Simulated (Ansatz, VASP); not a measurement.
## Two plane-wave programs on HgTe

```
Hg Te
1.0
     0.00000    3.02040    3.02040
     3.02040    0.00000    3.02040
     3.02040    3.02040    0.00000
Hg Te
1 1
Direct
  0.00000 0.00000 0.00000
  0.50000 0.50000 0.50000
```

Alike in both runs: task single point; functional r2SCAN; k mesh 6 × 6 × 6; occupations fermi-dirac, width 0.02 eV; no spin polarisation.

|  | VASP | Ansatz |
| --- | --- | --- |
| version | VASP 6.6.1 | Ansatz 0.2.0 |
| potentials or method | VASP PAW PBE potentials, release 64 (Hg, Te) | plane waves |
| plane-wave cutoff (eV) | 520 | 500 |
| valence electrons in the cell | 18 | 36 |

Ansatz gave:

```
pressure (GPa) : 1.3
```

Problem. Estimate VASP's values.

Solution. Pressure (GPa): 1.5.

The two sets of potentials don't hold the same shells in valence.

Caveats: the PAW data sets were made with another functional, which shifts forces and pressure a little (VASP). The runs have no spin-orbit coupling, so splittings on Hg, Te are missing.
